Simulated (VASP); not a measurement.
# GaSb (F-43m) in VASP: a series of runs

Aim: see how the results for GaSb move with the level of theory and the settings. Levels: BLYP+D4, PBEsol+D4, RPBE, revPBE+D3(BJ). Tasks: single point.

All numbers are computed with VASP 6.6.1; they aren't measurements. Logs are shortened: lines on timing, memory, paths and dates and some standing lists are left out, and cuts for length are marked.

**What was measured.**

From a printed reference work, data compilation, for a bulk crystal of GaSb at 4.2 K: band gap 0.811 eV (direct).

The runs below are set against these values where they give the same quantity.

## Step 1: The cell of the first run

It takes space group F-43m (No. 216, cubic). Conventional cell: a = 5.993 Å, b = 5.993 Å, c = 5.993 Å, α = 90.00°, β = 90.00°, γ = 90.00°. Within 3.4 Å of Sb (site symmetry -43m) lie 4 Ga at 2.60 Å. Ga (site symmetry -43m) has 4 Sb at 2.60 Å within 3.4 Å.

## Step 2: Single point, BLYP+D4

File INCAR:

```
AGGAC = 1.0
AGGAX = 1.0
ALDAC = 0.0
ALDAX = 1.0
ALGO = Normal
EDIFF = 1E-6
ENCUT = 520
GGA = B5
ISIF = 2
ISMEAR = -1
IVDW = 13
LASPH = True
LCHARG = True
LELF = True
LREAL = False
LVHAR = True
LWAVE = False
NBANDS = 16
NELM = 60
PREC = Accurate
SIGMA = 0.05
VDW_A1 = 0.44488865
VDW_A2 = 4.0933009
VDW_S6 = 1.0
VDW_S8 = 2.34076671
```

File KPOINTS:

```
k-points
0
Gamma
  8 8 8
```

File POSCAR:

```
GaSb
1.0
    0.0000000000      2.9965539066      2.9965539066
    2.9965539066      0.0000000000      2.9965539066
    2.9965539066      2.9965539066      0.0000000000
Sb Ga
1 1
Direct
    0.7500000000      0.7500000000      0.7500000000
    0.0000000000      0.0000000000      0.0000000000
```

Potentials or basis: VASP PAW PBE potentials, release 64 (Sb, Ga_d).

Started as:

```bash
cat potpaw_PBE.64/Sb/POTCAR potpaw_PBE.64/Ga_d/POTCAR > POTCAR
mpirun -np 1 vasp_std > vasp.out
```

OUTCAR:

```text
EDIFF = 1E-6
   ENCUT = 520
   GGA = B5
   ISIF = 2
   ISMEAR = -1
   IVDW = 13
   LASPH = True
   LREAL = False
   NELM = 60
   PREC = Accurate

 ion  position               nearest neighbor table
   1  0.750  0.750  0.750-   2 2.60   2 2.60   2 2.60   2 2.60
   2  0.000  0.000  0.000-   1 2.60   1 2.60   1 2.60   1 2.60

  LATTYP: Found a face centered cubic cell.
 ALAT       =     5.9931078132

  Lattice vectors:

 A1 = (   0.0000000000,   2.9965539066,   2.9965539066)
 A2 = (   2.9965539066,   0.0000000000,   2.9965539066)
 A3 = (   2.9965539066,   2.9965539066,   0.0000000000)

Analysis of symmetry for initial positions (statically):
=====================================================================
 Subroutine PRICEL returns:
 Original cell was already a primitive cell.

 Routine SETGRP: Setting up the symmetry group for a
 face centered cubic supercell.

 Subroutine GETGRP returns: Found 24 space group operations
 (whereof 24 operations were pure point group operations)
 out of a pool of 48 trial point group operations.

The static configuration has the point symmetry T_d .

Analysis of symmetry for dynamics (positions and initial velocities):
=====================================================================
 Subroutine PRICEL returns:
 Original cell was already a primitive cell.

 Routine SETGRP: Setting up the symmetry group for a
 face centered cubic supercell.

 Subroutine GETGRP returns: Found 24 space group operations
 (whereof 24 operations were pure point group operations)
 out of a pool of 48 trial point group operations.

The dynamic configuration has the point symmetry T_d .

 Subroutine INISYM returns: Found 24 space group operations
 (whereof 24 operations are pure point group operations),
 and found     1 'primitive' translations

----------------------------------------------------------------------------------------

                                     Primitive cell

  volume of cell :      53.8141

  direct lattice vectors                    reciprocal lattice vectors
     0.000000000  2.996553907  2.996553907    -0.166858336  0.166858336  0.166858336
     2.996553907  0.000000000  2.996553907     0.166858336 -0.166858336  0.166858336
     2.996553907  2.996553907  0.000000000     0.166858336  0.166858336 -0.166858336

  length of vectors
     4.237767175  4.237767175  4.237767175     0.289007116  0.289007116  0.289007116

  position of ions in fractional coordinates (direct lattice)
     0.750000000  0.750000000  0.750000000
     0.000000000  0.000000000  0.000000000

  ion indices of the primitive-cell ions
   primitive index   ion index
                 1           1
                 2           2

----------------------------------------------------------------------------------------

 KPOINTS: k-points

Automatic generation of k-mesh.
 Grid dimensions read from file:
 generate k-points for:    8    8    8

 Generating k-lattice:

  Cartesian coordinates                     Fractional coordinates (reciprocal lattice)
    -0.020857292  0.020857292  0.020857292     0.125000000  0.000000000  0.000000000
     0.020857292 -0.020857292  0.020857292     0.000000000  0.125000000  0.000000000
     0.020857292  0.020857292 -0.020857292     0.000000000  0.000000000  0.125000000

  Length of vectors
     0.036125890  0.036125890  0.036125890

  Shift w.r.t. Gamma in fractional coordinates (k-lattice)
     0.000000000  0.000000000  0.000000000

 Subroutine IBZKPT returns following result:
 ===========================================

 Found     29 irreducible k-points:

 Following reciprocal coordinates:
            Coordinates               Weight
  0.000000  0.000000  0.000000      1.000000
  0.125000  0.000000  0.000000      8.000000
  0.250000  0.000000  0.000000      8.000000
  0.375000  0.000000  0.000000      8.000000
  0.500000  0.000000  0.000000      4.000000
  0.125000  0.125000  0.000000      6.000000
[... 16 lines left out ...]
  0.500000  0.250000  0.125000     48.000000
 -0.375000  0.250000  0.125000     24.000000
 [... further k-points ...]
   k-points           NKPTS =     29   k-points in BZ     NKDIM =     29   number of bands    NBANDS=     16
   number of dos      NEDOS =    301   number of ions     NIONS =      2
   total plane-waves  NPLWV =  32768
   dimension x,y,z NGX =    32 NGY =   32 NGZ =   32
   dimension x,y,z NGXF=    64 NGYF=   64 NGZF=   64
   ions per type =               1   1
   NGX,Y,Z   is equivalent  to a cutoff of  12.55, 12.55, 12.55 a.u.
   NGXF,Y,Z  is equivalent  to a cutoff of  25.11, 25.11, 25.11 a.u.
 SYSTEM =  unknown system
   PREC   = accura    normal or accurate (medium, high low for compatibility)
   ISTART =      0    job   : 0-new  1-cont  2-samecut
   ICHARG =      2    charge: 1-file 2-atom 10-const
   ISPIN  =      1    spin polarized calculation?
   LNONCOLLINEAR =      F non collinear calculations
   LSORBIT =      F    spin-orbit coupling
   LASPH  =      T    aspherical Exc in radial PAW
   ENCUT  =  520.0 eV  38.22 Ry    6.18 a.u.   7.88  7.88  7.88*2*pi/ulx,y,z
   NELM   =     60;   NELMIN=  2; NELMDL= -5     # of ELM steps
   EDIFF  = 0.1E-05   stopping-criterion for ELM
   LREAL  =      F    real-space projection
   EDIFFG = 0.1E-04   stopping-criterion for IOM
   NSW    =      0    number of steps for IOM
   IBRION =     -1    ionic relax: 0-MD 1-quasi-New 2-CG
   NFREE  =      0    steps in history (QN), initial steepest desc. (CG)
   ISIF   =      2    stress and relaxation
   ISYM   =      2    0-nonsym 1-usesym 2-fastsym
   POTIM  = 0.5000    time-step for ionic-motion
   TEBEG  =    0.0;   TEEND  =   0.0 temperature during run
   PSTRESS=    0.0 pullay stress
   NELECT =      18.0000    total number of electrons
   NUPDOWN=      -1.0000    fix difference up-down
   EMIN   =  10.00;   EMAX   =-10.00  energy-range for DOS
   EFERMI =   0.00;   METHOD = LEGACY
   ISMEAR =    -1;   SIGMA  =   0.05  broadening in eV -4-tet -1-fermi 0-gaus
   EFERMI_NEDOS =   21; number of points for ismear=-14 and -15
   IALGO  =     38    algorithm
   IMIX   =      4    mixing-type and parameters
     AMIX     =   0.40;   BMIX     =  1.00
     AMIX_MAG =   1.60;   BMIX_MAG =  1.00
  volume/ion in A,a.u.               =      26.91       181.58
  Fermi-wavevector in a.u.,A,eV,Ry     =   1.136406  2.147496 17.570821  1.291419
  Thomas-Fermi vector in A             =   2.273111
   LORBIT       =      0    0 simple, 1 ext, 2 COOP (PROOUT), +10 PAW based schemes
   GGA     = B5    functional components
   LHFCALC =     F    Hartree Fock is set to
   AEXX    =    0.0000 exact exchange contribution
   IVDW    =    13    specifies the selected vdW correction
   LEPSILON=     F    determine dielectric tensor
   LRPA    =     F    only Hartree local field effects (RPA)
 non-spin polarized calculation
  energy-cutoff  :      520.00
  volume of cell :       53.81
 maximum number of plane-waves:      1472
   NGX = 15   NGY = 15   NGZ = 15

 number of electron      18.0000008 magnetization

 Free energy of the ion-electron system (eV)
  ---------------------------------------------------
  ext. energy  EPLUGINS =         0.00000000
  ---------------------------------------------------
  free energy    TOTEN  =        -5.84783102 eV

  energy without entropy =       -5.84772068  energy(sigma->0) =       -5.84777585

 E-fermi :   6.1637     XC(G=0):  -8.7784

 val. band max:        5.9678428435   @ k =   0.0000   0.0000   0.0000
 cond. band min:       6.3070686088   @ k =   0.0000   0.0000   0.0000
 fundamental gap:      0.3392257653
 Fermi energy:         6.1637151417

 k-point     1 :       0.0000    0.0000    0.0000
  band No.  band energies     occupation
      1      -9.2762      2.00000
      2      -9.2762      2.00000
      3      -9.2762      2.00000
      4      -9.2158      2.00000
      5      -9.2158      2.00000
      6      -5.9648      2.00000
[... 8 lines left out ...]
     15      14.8312      0.00000
     16      14.8312      0.00000

 k-point     2 :       0.1250    0.0000    0.0000
  band No.  band energies     occupation
      1      -9.2816      2.00000
      2      -9.2740      2.00000
      3      -9.2740      2.00000
      4      -9.2161      2.00000
      5      -9.2161      2.00000
      6      -5.7934      2.00000
[... 8 lines left out ...]
     15      13.9888      0.00000
     16      13.9888      0.00000

 k-point     3 :       0.2500    0.0000    0.0000
  band No.  band energies     occupation
      1      -9.2944      2.00000
      2      -9.2689      2.00000
      3      -9.2689      2.00000
      4      -9.2164      2.00000
      5      -9.2164      2.00000
      6      -5.3037      2.00000
[... 8 lines left out ...]
     15      13.7730      0.00000
     16      13.7730      0.00000

 k-point     4 :       0.3750    0.0000    0.0000
  band No.  band energies     occupation
      1      -9.3067      2.00000
      2      -9.2645      2.00000
      3      -9.2645      2.00000
      4      -9.2160      2.00000
      5      -9.2160      2.00000
      6      -4.6171      2.00000
[... 8 lines left out ...]
     15      14.7746      0.00000
     16      14.7746      0.00000
[... 324 lines left out ...]
 k-point    22 :       0.3750    0.2500    0.1250
  band No.  band energies     occupation
      1      -9.3065      2.00000
      2      -9.2630      2.00000
      3      -9.2613      2.00000
      4      -9.2209      2.00000
      5      -9.2143      2.00000
      6      -4.8758      2.00000
[... 8 lines left out ...]
     15      15.4025      0.00000
     16      15.6126      0.00000

 k-point    23 :       0.5000    0.2500    0.1250
  band No.  band energies     occupation
      1      -9.3147      2.00000
      2      -9.2599      2.00000
      3      -9.2571      2.00000
      4      -9.2207      2.00000
      5      -9.2149      2.00000
      6      -4.2145      2.00000
[... 8 lines left out ...]
     15      15.0672      0.00000
     16      16.5220      0.00000

 k-point    24 :      -0.3750    0.2500    0.1250
  band No.  band energies     occupation
      1      -9.3178      2.00000
      2      -9.2591      2.00000
      3      -9.2555      2.00000
      4      -9.2198      2.00000
      5      -9.2158      2.00000
      6      -3.8115      2.00000
[... 8 lines left out ...]
     15      15.9487      0.00000
     16      16.5316      0.00000

 [... further k-points ...]

------------------------ aborting loop because EDIFF is reached ----------------------------------------

  DFT-D4 for vdW energy calculation

  Edisp (eV):   -1.70172

  FORCE on cell =-STRESS in cart. coord.  units (eV):
  Direction    XX          YY          ZZ          XY          YZ          ZX
  --------------------------------------------------------------------------------------
  -------------------------------------------------------------------------------------
  Total       1.44995     1.44995     1.44995     0.00000     0.00000    -0.00000
  in kB      43.16866    43.16866    43.16866     0.00000     0.00000    -0.00000
  external pressure =       43.17 kB  Pullay stress =        0.00 kB

 VOLUME and BASIS-vectors are now :
 -----------------------------------------------------------------------------
  energy-cutoff  :      520.00
  volume of cell :       53.81
      direct lattice vectors                 reciprocal lattice vectors
     0.000000000  2.996553907  2.996553907    -0.166858336  0.166858336  0.166858336
     2.996553907  0.000000000  2.996553907     0.166858336 -0.166858336  0.166858336
     2.996553907  2.996553907  0.000000000     0.166858336  0.166858336 -0.166858336

 POSITION                                       TOTAL-FORCE (eV/Angst)
 -----------------------------------------------------------------------------------
      4.49483      4.49483      4.49483        -0.000000      0.000000      0.000000
      0.00000      0.00000      0.00000         0.000000     -0.000000     -0.000000
 -----------------------------------------------------------------------------------
    total drift:                               -0.000002     -0.000002     -0.000001

  FREE ENERGIE OF THE ION-ELECTRON SYSTEM (eV)
  ---------------------------------------------------
  free  energy   TOTEN  =        -7.5495509637 eV

  energy  without entropy=       -7.5494406326  energy(sigma->0) =       -7.54949580
```

Wall time 17 s (1 thread of Intel Xeon Platinum 8559C (Emerald Rapids), shared host); peak memory 0.18 GiB.

What came out:

```yaml
Free_energy: -7.5496 eV
Pressure: 4.3 GPa
Band_gap_on_the_k_mesh: 0.34 eV, direct
Dispersion_energy_per_atom: -0.851 eV
```

Caveat: the PAW data sets were made with another functional, which shifts forces and pressure a little; spin-orbit coupling is left out, which moves the levels of the heavy elements. A k mesh can miss the band edges.

## Step 3: Single point, PBEsol+D4

This run uses another cell than the first one, of 27.84 Å³/atom, 1.035 times its volume.

File INCAR:

```
SYSTEM = GaSb
  PREC = Accurate
  ENCUT = 520
  EDIFF = 1E-7
  ISMEAR = -1
  SIGMA = 0.05
  LREAL = .False.
  LASPH = .True.
  NELM = 60
  ALGO = Normal
  ISIF = 2
  LWAVE = .False.
  LCHARG = .True.
  GGA = PS
  IVDW = 13
  LELF = .True.
  LVHAR = .True.
  NBANDS = 16
```

File KPOINTS:

```
regular mesh
0
Gamma
  8 8 8
  0 0 0
```

File POSCAR:

```
GaSb
1.0
    0.0000000000      3.0307796306      3.0307796306
    3.0307796306      0.0000000000      3.0307796306
    3.0307796306      3.0307796306      0.0000000000
Sb Ga
1 1
Direct
    0.7500000000      0.7500000000      0.7500000000
    0.0000000000      0.0000000000      0.0000000000
```

Potentials or basis: VASP PAW PBE potentials, release 64 (Sb, Ga_d).

Started as:

```bash
cat potpaw_PBE.64/Sb/POTCAR potpaw_PBE.64/Ga_d/POTCAR > POTCAR
mpirun -np 1 vasp_std > vasp.out
```

Run time: 10 s. Hardware: 1 thread of Intel Xeon Platinum 8559C (Emerald Rapids), shared host; peak memory 0.18 GiB.

It converged, with:

* Free energy: -8.6451 eV
* Pressure: 0.1 GPa
* Band gap on the k mesh: 0.19 eV, direct
* Dispersion energy per atom: -0.252 eV

Levels at points of the mesh, in eV from the valence-band top:
```
           k point  band 5  band 6  band 7  band 8  band 9  band 10  band 11  band 12  band 13  band 14
(0.00, 0.00, 0.00)  -15.00  -11.70    0.00    0.00    0.00     0.19     2.75     2.75     2.75     5.65
(0.50, 0.00, 0.00)  -15.00  -10.00   -6.54   -1.20   -1.20     0.40     3.71     3.71     6.30     9.42
(0.50, 0.50, 0.00)  -15.00   -9.12   -6.96   -2.69   -2.69     0.81     1.10     8.85     8.85    10.22
```

Caveat: the PAW data sets were made with another functional, which shifts forces and pressure a little; spin-orbit coupling is left out, which moves the levels of the heavy elements.

(Continued in part 2 of 2.)
